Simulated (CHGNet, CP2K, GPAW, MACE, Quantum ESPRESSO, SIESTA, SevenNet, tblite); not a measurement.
**Other levels on Zhiqinite (Fddd), TiSi2 (72 atoms)**

The cell holds 72 atoms: 24 Ti and 48 Si. Its edges and angles: a = 14.319 Å, b = 8.236 Å, c = 8.523 Å, α = 90.0°, β = 90.0°, γ = 90.0°. It derives from TiSi2 (Fddd), repeated 3×1×1. TiSi2, space group Fddd, structure from the Crystallography Open Database, 3 x 1 x 1 conventional cells; every coordinate displaced by a Gaussian of 0.06 Å. Then every atom was moved at random, 0.02 Å r.m.s. a Cartesian component.

Geometry: as built.

The reference, a calculation:

- method: Kohn-Sham DFT, PBE, SSSP efficiency 1.3.0 pseudopotentials, plane waves (Quantum ESPRESSO 7.5); sssp-pbe-1.3.0-efficiency, cutoffs 45/360 Ry, Γ point
- r.m.s. force component: 0.7773 eV/Å
- longest force: 2.919 eV/Å
- pressure: 4.218 GPa
- time: 2.4 min on 4 MPI ranks of Arm Neoverse V2, shared host
- CPU time: 9.4 min

The database entry behind the starting cell is an old determination (1939), so it need not match the best structure at ambient conditions.

**Question.** The same geometry is run in other programs. How far does each lie from the reference, and what does it cost?
- CHGNet r2SCAN potential (CHGNet r2SCAN; 1 thread)
- CP2K PBE+rVV10L, DZVP-MOLOPT-SR, 800/50 Ry, diagonalisation (CP2K 2026.2; 2 threads)
- SIESTA PBE, DZP, shift 0.01 Ry, mesh 500 Ry (SIESTA 5.4.2; 2 MPI ranks)
- CP2K PBE, SZV-MOLOPT-SR, 800/50 Ry, diagonalisation (CP2K 2026.2; 2 threads)
- GPAW PBE, LCAO dzp, h 0.2 Å, other mixer settings (GPAW 26.7.0; 1 thread)
- CP2K PBEsol, PBE potentials, DZVP-MOLOPT-SR, 800/50 Ry, diagonalisation (CP2K 2026.2; 4 MPI ranks)
- SIESTA PBE, SZP, shift 0.01 Ry, mesh 500 Ry (SIESTA 5.4.2; 2 MPI ranks)
- QE PBE, sssp-1.3.0-efficiency, 35/280 Ry (Quantum ESPRESSO 7.5; 2 MPI ranks)
- SIESTA PBE, TZP, shift 0.01 Ry, mesh 500 Ry (SIESTA 5.4.2; 4 MPI ranks)
- MACE MPA-0 medium potential (MACE MPA-0 medium; 1 thread)

Differences are against the plane-wave reference, forces as r.m.s. over components; share is that over the reference's r.m.s. force, slope the least-squares factor from reference forces to these. Total energies of different programs have different zeros and aren't compared.

| run | Δ force, r.m.s. (meV/Å) | share (%) | slope | Δ pressure (GPa) | cores | CPU time | memory (GiB) |
| --- | --- | --- | --- | --- | --- | --- | --- |
| reference | - | - | - | - | 4 | 9.4 min | 2.8 |
| CHGNet r2SCAN potential | 589 | 75.8 | 0.251 | -1.86 | 1 | 3.4 s | 1.3 |
| CP2K PBE+rVV10L, DZVP-MOLOPT-SR, 800/50 Ry, diagonalisation | 17.2 | 2.21 | 1.007 | -0.0302 | 2 | 12 min | 8.1 |
| SIESTA PBE, DZP, shift 0.01 Ry, mesh 500 Ry | 30.0 | 3.86 | 1.008 | 0.122 | 2 | 16 min | 2.9 |
| CP2K PBE, SZV-MOLOPT-SR, 800/50 Ry, diagonalisation (coarse) | 206 | 26.5 | 1.098 | 14.1 | 2 | 3.1 min | 4.2 |
| GPAW PBE, LCAO dzp, h 0.2 Å, other mixer settings | 37.3 | 4.80 | 1.044 | - | 1 | 15 min | 1.8 |
| CP2K PBEsol, PBE potentials, DZVP-MOLOPT-SR, 800/50 Ry, diagonalisation | 33.9 | 4.36 | 1.001 | -2.21 | 4 | 7 min | 6.3 |
| SIESTA PBE, SZP, shift 0.01 Ry, mesh 500 Ry (coarse) | 106 | 13.6 | 1.072 | 3.14 | 2 | 11 min | 2.5 |
| QE PBE, sssp-1.3.0-efficiency, 35/280 Ry (coarse) | 0.652 | 0.0838 | 1.000 | 0.0064 | 2 | 6.2 min | 1.8 |
| SIESTA PBE, TZP, shift 0.01 Ry, mesh 500 Ry | 30.6 | 3.94 | 1.001 | -0.466 | 4 | 21 min | 3.8 |
| MACE MPA-0 medium potential | 161 | 20.7 | 0.891 | -0.745 | 1 | 6.8 s | 0.97 |

Rows marked coarse were listed beforehand as settings not expected to be converged; some can still land near the reference.

Times of the machine-learned potentials are mostly Python's start and the loading of weights.

CPU time is summed over cores on a shared host, where runs went side by side, so it is rough. Symmetry, cutoffs, thresholds, outputs and thread counts weren't matched or tuned between programs; memory under MPI is the largest rank's times the ranks.

The PBE runs in local orbitals, coarse settings apart, differ by 3.9 % (SIESTA PBE, DZP, shift 0.01 Ry, mesh 500 Ry) to 4.8 % (GPAW PBE, LCAO dzp, h 0.2 Å, other mixer settings); basis, grid and potentials can all enter. Machine-learned potentials differ by 21 % (MACE MPA-0 medium potential) to 76 % (CHGNet r2SCAN potential); they were trained on other programs' data, some at another functional. Rows with another functional or a dispersion term differ by 2.2 % (CP2K PBE+rVV10L, DZVP-MOLOPT-SR, 800/50 Ry, diagonalisation) to 4.4 % (CP2K PBEsol, PBE potentials, DZVP-MOLOPT-SR, 800/50 Ry, diagonalisation), which mixes the change of model with differences of basis and potentials, some of them made for another functional. Runs with settings chosen to be coarse differ by 0.084 % (QE PBE, sssp-1.3.0-efficiency, 35/280 Ry) to 27 % (CP2K PBE, SZV-MOLOPT-SR, 800/50 Ry, diagonalisation), their programs' other errors included. Machine-learned potentials mimic data converged in k, so the reference's own k-point error enters their differences. The electronic-structure runs sample only Γ, in a cell whose shortest periodic width is 8 Å, which is coarse for a cell with partly filled levels.

[Hosts, paths, dates, database ids (printed as entryN), source tags and the programs' standing remarks are cut or masked in the printed files.]
